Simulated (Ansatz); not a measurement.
# Ionic part of the dielectric constant of AgBr at 2 GPa, mode by mode

These are results of Ansatz, DFT PBE, scalar-relativistic, plane waves, PAW, not measurements. Plane waves to 420 eV; Γ-centred k mesh 8×8×8; fixed occupations. No spin polarisation. Phonons by linear response, acoustic sum rule imposed.

The structure is cubic, space group Fm-3m (No. 225). The conventional cell has a = 5.753 Å, b = 5.753 Å, c = 5.753 Å, α = 90.00°, β = 90.00°, γ = 90.00°. Around Ag (site symmetry m-3m) lie 6 Br at 2.88 Å. Br (site symmetry m-3m) has 6 Ag at 2.88 Å as nearest neighbours.

The primitive cell has V = 47.59 Å³ and ε∞,yy = 6.103. Each polar mode adds Δε = (4.92064×10⁷/V)·S/ν² along y, with S its oscillator strength in e²/amu, ν in cm⁻¹ and V in Å³.

**Question.** From these modes, find each Δε and ε0,yy.
| ν (cm⁻¹) | S_yy (e²/amu) |
| --- | --- |
| 83.9 | 0.05054 |

**Answer.**
```csv
ν (cm⁻¹),Δε
83.9,7.43
```

The sum is 7.429, so ε0,yy = 13.53; the run's tensor has 13.53.

**Question.** Where do the longitudinal modes lie for a wave vector along y?

**Answer.** At 125 cm⁻¹. The Lyddane–Sachs–Teller product Π(ν_LO/ν_TO)² = 2.22 matches ε0/ε∞ = 2.22.

Cost: 1 run of about 0.87 core-minutes, on Intel Xeon Platinum 8259CL (Skylake/Cascade Lake) (shared hosts).